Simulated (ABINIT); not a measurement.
# TiSe (P6_3/mmc) in ABINIT: single point with LDA

Aim: the single point of TiSe with LDA.

Everything below comes from runs of ABINIT 10.8.3 (patched build). Logs are shortened: lines on timing, memory, paths and dates and some standing lists are left out, and cuts for length are marked. The log counts tension as positive stress, the text compression.

## 1. The structure

It takes space group P6_3/mmc (No. 194, hexagonal). Conventional cell: a = 4.239 Å, b = 4.239 Å, c = 5.909 Å, α = 90.00°, β = 90.00°, γ = 120.00°. Ti (site symmetry -3m) has 6 Se at 2.86 Å and 2 Ti at 2.95 Å as nearest neighbours. Around Se (site symmetry -6m2) lie 6 Ti at 2.86 Å.

The cell comes from a database or a generator and needn't be the stable form of this composition.

## 2. Single point, LDA

The input, run.abi:

```
# Pseudopotentials
pp_dirpath "./"
pseudos "Ti.upf, Se.upf"

# Structure
acell 8.0112623572 8.0112623439 11.165738411
rprim
     1.0000000000     0.0000000000     0.0000000000
    -0.4999999997     0.8660254040     0.0000000000
     0.0000000000     0.0000000000     1.0000000000
ntypat 2
znucl 22 34
natom 4
typat 1 1 2 2
xred
     0.0000000000     0.0000000000     0.0000000000
     0.0000000000     0.0000000000     0.5000000000
     0.3333333333     0.6666666667     0.2500000000
     0.6666666667     0.3333333333     0.7500000000

# Plane-wave basis
ecut 52.0

# k points
kptopt 1
ngkpt 5 5 4
nshiftk 1
shiftk 0.0 0.0 0.0

# Exchange and correlation
ixc 7

# Bands and occupations
nband 44
occopt 3
tsmear 0.05 eV

# SCF cycle
nstep 100
tolvrs 1.0e-10

# Output
iomode 3
prtwf 0
prtden 0
prteig 0
prtebands 0
```

Potentials or basis: PseudoDojo NC SR LDA v0.4 stringent.

The run is started by

```
> abinit run.abi > log 2>&1
```

run.abo:

```text
.Version 10.8.3 of ABINIT
 Symmetries : space group P6_3/m m c (#194); Bravais hP (primitive hexag.)
================================================================================
 Values of the parameters that define the memory need of the present run
     intxc =       0    ionmov =       0      iscf =       7    lmnmax =       6
     lnmax =       6     mgfft =      75  mpssoang =       3    mqgrid =    3625
     natom =       4  nloc_mem =       1    nspden =       1   nspinor =       1
    nsppol =       1      nsym =      24    n1xccc =    2501    ntypat =       2
    occopt =       3   xclevel =       1
       mpw =       11125          nfft =      218700          nkpt =          15
================================================================================
================================================================================

--------------------------------------------------------------------------------
------------- Echo of variables that govern the present computation ------------
--------------------------------------------------------------------------------
 -outvars: echo values of preprocessed input variables --------
            acell      8.0112623572E+00  8.0112623439E+00  1.1165738411E+01 Bohr
              amu      4.78800000E+01  7.89600000E+01
             ecut      5.20000000E+01 Hartree
              ixc           7
         kptrlatt        5    0    0      0    5    0      0    0    4
          kptrlen      4.00563117E+01
            natom           4
            nband          44
            ngfft          54      54      75
             nkpt          15
            nstep         100
             nsym          24
           ntypat           2
           occopt           3
           prtden           0
        prtebands           0
           prteig           0
            prtwf           0
            rprim      1.0000000000E+00  0.0000000000E+00  0.0000000000E+00
                      -4.9999999970E-01  8.6602540400E-01  0.0000000000E+00
                       0.0000000000E+00  0.0000000000E+00  1.0000000000E+00
          spgroup         194
           tolvrs      1.00000000E-10
           tsmear      1.83746611E-03 Hartree
            typat      1  1  2  2
           xangst      0.0000000000E+00  0.0000000000E+00  3.2799620275E-16
                       0.0000000000E+00  0.0000000000E+00  2.9543271530E+00
                       3.1938944616E-09  2.4476057184E+00  1.4771635765E+00
                       2.1196887352E+00  1.2238028592E+00  4.4314907295E+00
            xcart      0.0000000000E+00  0.0000000000E+00  6.1982299354E-16
                       0.0000000000E+00  0.0000000000E+00  5.5828692055E+00
                       6.0355858075E-09  4.6253044720E+00  2.7914346028E+00
                       4.0056311816E+00  2.3126522360E+00  8.3743038082E+00
             xred      0.0000000000E+00  0.0000000000E+00  5.5511151231E-17
                       0.0000000000E+00  0.0000000000E+00  5.0000000000E-01
                       3.3333333333E-01  6.6666666667E-01  2.5000000000E-01
                       6.6666666667E-01  3.3333333333E-01  7.5000000000E-01
            znucl       22.00000   34.00000

================================================================================

 chkinp: Checking input parameters for consistency.

================================================================================
== DATASET  1 ==================================================================

--- !DatasetInfo
iteration_state: {dtset: 1, }
dimensions: {natom: 4, nkpt: 15, mband: 44, nsppol: 1, nspinor: 1, nspden: 1, mpw: 11125, }
cutoff_energies: {ecut:  52.0, pawecutdg:  -1.0, }
electrons: {nelect:   7.20000000E+01, charge:   0.00000000E+00, occopt:   3.00000000E+00, tsmear:   1.83746611E-03, }
meta: {optdriver: 0, ionmov: 0, optcell: 0, iscf: 7, paral_kgb: 0, }
...

 Exchange-correlation functional for the present dataset will be:
  LDA: Perdew-Wang 92 LSD fit to Ceperley-Alder data - ixc=7
  J.P.Perdew and Y.Wang, PRB 45, 13244 (1992)

 Real(R)+Recip(G) space primitive vectors, cartesian coordinates (Bohr,Bohr^-1):
 R(1)=  8.0112624  0.0000000  0.0000000  G(1)=  0.1248243  0.0720673  0.0000000
 R(2)= -4.0056312  6.9379567  0.0000000  G(2)=  0.0000000  0.1441347  0.0000000
 R(3)=  0.0000000  0.0000000 11.1657384  G(3)=  0.0000000  0.0000000  0.0895597
 Unit cell volume ucvol=  6.2061174E+02 bohr^3
 Angles (23,13,12)=  9.00000000E+01  9.00000000E+01  1.20000000E+02 degrees

 getcut: wavevector=  0.0000  0.0000  0.0000  ngfft=  54  54  75
         ecut(hartree)=     52.000   => boxcut(ratio)=   2.04163

--- Pseudopotential description ------------------------------------------------
- pspini: atom type   1  psp file is ./Ti.upf
[... 61 lines left out ...]
pressure_GPa:  -1.8562E+01
xred      :
- [  0.0000E+00,   0.0000E+00,   5.5511E-17, Ti]
- [  0.0000E+00,   0.0000E+00,   5.0000E-01, Ti]
- [  3.3333E-01,   6.6667E-01,   2.5000E-01, Se]
- [  6.6667E-01,   3.3333E-01,   7.5000E-01, Se]
cartesian_forces: # hartree/bohr
- [  8.60435155E-27,   4.96772468E-27,  -0.00000000E+00, ]
- [  8.60435155E-27,   4.96772468E-27,  -0.00000000E+00, ]
- [ -8.60435155E-27,  -4.96772468E-27,   2.02293341E-22, ]
- [ -8.60435155E-27,  -4.96772468E-27,  -2.02293341E-22, ]
force_length_stats: {min:   9.93544937E-27, max:   2.02293341E-22, mean:   1.01151638E-22, }
...

 Integrated electronic density in atomic spheres:
 ------------------------------------------------
 Atom  Sphere_radius  Integrated_density
    1        2.00000          9.47331610
    2        2.00000          9.46824356
    3        2.00000         21.21804855
    4        2.00000         21.21804855
================================================================================

 ----iterations are completed or convergence reached----

 Mean square residual over all n,k,spin=   60.913E-08; max=  13.490E-05
 reduced coordinates (array xred) for    4 atoms
       0.000000000000      0.000000000000      0.000000000000
       0.000000000000      0.000000000000      0.500000000000
       0.333333333333      0.666666666667      0.250000000000
       0.666666666667      0.333333333333      0.750000000000
 rms dE/dt=  9.2213E-22; max dE/dt=  2.2588E-21; dE/dt below (all hartree)
    1       0.000000000000      0.000000000000      0.000000000000
    2       0.000000000000      0.000000000000      0.000000000000
    3       0.000000000000      0.000000000000     -0.000000000000
    4       0.000000000000      0.000000000000      0.000000000000

 cartesian coordinates (angstrom) at end:
    1      0.00000000000000     0.00000000000000     0.00000000000000
    2      0.00000000000000     0.00000000000000     2.95432715299849
    3      0.00000000319389     2.44760571838354     1.47716357649924
    4      2.11968873515657     1.22380285919177     4.43149072949773

 cartesian forces (hartree/bohr) at end:
    1      0.00000000000000     0.00000000000000    -0.00000000000000
    2      0.00000000000000     0.00000000000000    -0.00000000000000
    3     -0.00000000000000    -0.00000000000000     0.00000000000000
    4     -0.00000000000000    -0.00000000000000    -0.00000000000000
 frms,max,avg= 8.2585911E-23 2.0229334E-22   0.000E+00  0.000E+00  0.000E+00 h/b

 cartesian forces (eV/Angstrom) at end:
    1      0.00000000000000     0.00000000000000    -0.00000000000000
    2      0.00000000000000     0.00000000000000    -0.00000000000000
    3     -0.00000000000000    -0.00000000000000     0.00000000000000
    4     -0.00000000000000    -0.00000000000000    -0.00000000000000
 frms,max,avg= 4.2467383E-21 1.0402342E-20   0.000E+00  0.000E+00  0.000E+00 e/A
 length scales=  8.011262357200  8.011262343900 11.165738411000 bohr
              =  4.239377467119  4.239377460081  5.908654305997 angstroms
 Fermi (or HOMO) energy (hartree) =   0.25416   Average Vxc (hartree)=  -0.39011
 Eigenvalues (hartree) for nkpt=  15  k points:
 kpt#   1, nband= 44, wtk=  0.01000, kpt=  0.0000  0.0000  0.0000 (reduced coord)
  -7.38430   -7.38430   -5.18084   -5.18084   -5.18084   -5.18084   -5.18031   -5.18031
  -1.84790   -1.84664   -1.53161   -1.53161   -1.53161   -1.53161   -1.53124   -1.53124
  -1.53123   -1.53123   -1.53087   -1.53087   -0.98967   -0.98967   -0.98842   -0.98842
  -0.98499   -0.97360   -0.27290   -0.23318    0.04442    0.10250    0.10250    0.17183
   0.17183    0.19898    0.20296    0.22939    0.22939    0.24740    0.24740    0.29754
   0.30040    0.30040    0.32677    0.34864
      occupation numbers for kpt#   1
   2.00000    2.00000    2.00000    2.00000    2.00000    2.00000    2.00000    2.00000
   2.00000    2.00000    2.00000    2.00000    2.00000    2.00000    2.00000    2.00000
   2.00000    2.00000    2.00000    2.00000    2.00000    2.00000    2.00000    2.00000
   2.00000    2.00000    2.00000    2.00000    2.00000    2.00000    2.00000    2.00000
   2.00000    2.00000    2.00000    2.00000    2.00000    1.95062    1.95062    0.00000
   0.00000    0.00000    0.00000    0.00000
 prteigrs : prtvol=0 or 1, do not print more k-points.

--- !EnergyTerms
iteration_state     : {dtset: 1, }
comment             : Components of total free energy in Hartree
kinetic             :  3.38974887250390E+02
hartree             :  3.11780533493714E+02
xc                  : -8.18061708200758E+01
Ewald energy        : -3.64503014245546E+02
psp_core            :  9.45332900353108E+00
local_psp           : -8.39530434387641E+02
non_local_psp       : -1.76106007629992E+02
internal            : -8.01736877335619E+02
'-kT*entropy'       : -2.51767371528265E-03
total_energy        : -8.01739395009334E+02
total_energy_eV     : -2.18164403462181E+04
band_energy         : -1.40319370438981E+02
...

 Cartesian components of stress tensor (hartree/bohr^3)
  sigma(1 1)=  6.66981102E-04  sigma(3 2)=  0.00000000E+00
  sigma(2 2)=  6.66981147E-04  sigma(3 1)=  0.00000000E+00
  sigma(3 3)=  5.58797098E-04  sigma(2 1)= -2.07470271E-11

-Cartesian components of stress tensor (GPa)         [Pressure= -1.8562E+01 GPa]
- sigma(1 1)=  1.96232615E+01  sigma(3 2)=  0.00000000E+00
- sigma(2 2)=  1.96232628E+01  sigma(3 1)=  0.00000000E+00
- sigma(3 3)=  1.64403782E+01  sigma(2 1)= -6.10398610E-07

== END DATASET(S) ==============================================================
================================================================================

 -outvars: echo values of variables after computation  --------
            acell      8.0112623572E+00  8.0112623439E+00  1.1165738411E+01 Bohr
           etotal     -8.0173939501E+02
            fcart      8.6043515540E-27  4.9677246817E-27 -0.0000000000E+00
                       8.6043515540E-27  4.9677246817E-27 -0.0000000000E+00
                      -8.6043515540E-27 -4.9677246817E-27  2.0229334083E-22
                      -8.6043515540E-27 -4.9677246817E-27 -2.0229334083E-22
            rprim      1.0000000000E+00  0.0000000000E+00  0.0000000000E+00
                      -4.9999999970E-01  8.6602540400E-01  0.0000000000E+00
                       0.0000000000E+00  0.0000000000E+00  1.0000000000E+00
           strten      6.6698110165E-04  6.6698114653E-04  5.5879709833E-04
                       0.0000000000E+00  0.0000000000E+00 -2.0747027064E-11
           xangst      0.0000000000E+00  0.0000000000E+00  3.2799620275E-16
                       0.0000000000E+00  0.0000000000E+00  2.9543271530E+00
                       3.1938944616E-09  2.4476057184E+00  1.4771635765E+00
                       2.1196887352E+00  1.2238028592E+00  4.4314907295E+00
             xred      0.0000000000E+00  0.0000000000E+00  5.5511151231E-17
                       0.0000000000E+00  0.0000000000E+00  5.0000000000E-01
                       3.3333333333E-01  6.6666666667E-01  2.5000000000E-01
                       6.6666666667E-01  3.3333333333E-01  7.5000000000E-01
 Calculation completed.
```

Run time: 5.2 min. Hardware: 1 thread of Intel Xeon 6975P-C (Granite Rapids), shared host; peak memory 0.21 GiB.

Results:

```yaml
Free_energy: -21816.4403 eV
Pressure: -18.6 GPa
Band_gap_on_the_k_mesh: none (metal or under the smearing width)
Valence_electrons_inside_the_program's_atomic_spheres: Ti 9.47; Se 21.22
```

Stress tensor (GPa, compression positive):
```
-19.62   0.00   0.00
  0.00 -19.62   0.00
  0.00   0.00 -16.44
```

Levels at points of the mesh, in eV from the Fermi level:
| k point | band 34 | band 35 | band 36 | band 37 | band 38 | band 39 |
| --- | --- | --- | --- | --- | --- | --- |
| (0.00, 0.00, 0.00) | -1.50 | -1.39 | -0.67 | -0.67 | -0.18 | -0.18 |
| (0.00, 0.00, 0.50) | -3.43 | -0.14 | -0.14 | -0.04 | -0.04 | -0.04 |

Caveat: so large a pressure means that the cell lies far from this level's equilibrium, or that cutoff or potentials fall short.
